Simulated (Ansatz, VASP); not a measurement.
# TiTe2: VASP beside Ansatz

```xyz
3
Lattice="3.8267 0.0000 0.0000 -1.9134 3.3140 0.0000 0.0000 0.0000 6.5835" Properties=species:S:1:pos:R:3 pbc="T T T"
Te    0.0000    2.2093    4.8534
Te    1.9134    1.1047    1.7301
Ti    0.0000    0.0000    0.0000
```

Alike in both runs: task single point; functional PBE; k mesh 8 × 8 × 4; occupations fermi-dirac, width 0.05 eV; no spin polarisation.

|  | VASP | Ansatz |
| --- | --- | --- |
| version | VASP 6.6.1 | Ansatz 0.2.0 |
| potentials or method | VASP PAW PBE potentials, release 64 (Te, Ti_sv) | Ansatz PAW |
| plane-wave cutoff (eV) | 520 | 420 |
| valence electrons in the cell | 24 | 44 |

VASP gave:

- gap on the k mesh at the Fermi level (eV): none
- pressure (GPa): -1.5
- largest component of the traceless stress (GPa): 0.20
- rms of the force components (eV/Å): 0.140

Q: What did Ansatz give for the same quantities?

A: gap on the k mesh at the Fermi level (eV): none; pressure (GPa): -1.5; largest component of the traceless stress (GPa): 0.19; rms of the force components (eV/Å): 0.145.

Atom by atom the forces differ by 0.005 eV/Å (rms over components). A gap of «none» marks a metal or a gap that the smearing closes. The two sets of potentials don't hold the same shells in valence.

Caveats: this functional lacks dispersion, which binds the layers, so the pressure and a relaxed spacing across them are unreliable. Spin-orbit coupling is left out, which matters for the levels of Te.
